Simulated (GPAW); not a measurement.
Al2Au, 3 atoms in the cell. The structure is cubic, space group Fm-3m (No. 225). Conventional cell: a = 6.000 Å, b = 6.000 Å, c = 6.000 Å, α = 90.00°, β = 90.00°, γ = 90.00°. Au (site symmetry m-3m) has 8 Al at 2.60 Å as nearest neighbours. Around Al (site symmetry -43m) lie 4 Au at 2.60 Å. 

* Program: GPAW 26.7.0
* Task: energy-loss spectrum
* Functional: PBE
* Potentials or basis: GPAW PAW data sets (gpaw-data 1.2.1)
* Cutoff: 500 eV
* Basis: pw
* k mesh: 6 × 6 × 6
* Occupations: fermi-dirac, width 0.05 eV
* Spin: no spin polarisation
* Kernel: RPA
* Eta: 0.3 eV
* Response ecut: 80 eV
* Domega0: 0.1 eV
* Omega2: 20 eV
* Maxiter: 100
* Response k mesh: 6 × 6 × 6
* Response bands: 57
* Q points: [[0.1666666667, 0.0, 0.0], [0.5, 0.0, 0.0]]

Potentials or basis: GPAW PAW data sets (gpaw-data 1.2.1), pw.

The run is started by

```sh
$ OMP_NUM_THREADS=1 python run.py
```

Hardware: 1 thread of Arm Neoverse V1, on a shared host.

Problem. Estimate the wall time of this run.

Solution. It took 79 s on 1 thread of Arm Neoverse V1, on a shared host, peak memory 0.41 GiB. Counts: scf iterations 27, plane waves 1384, bands 20, k points 16.
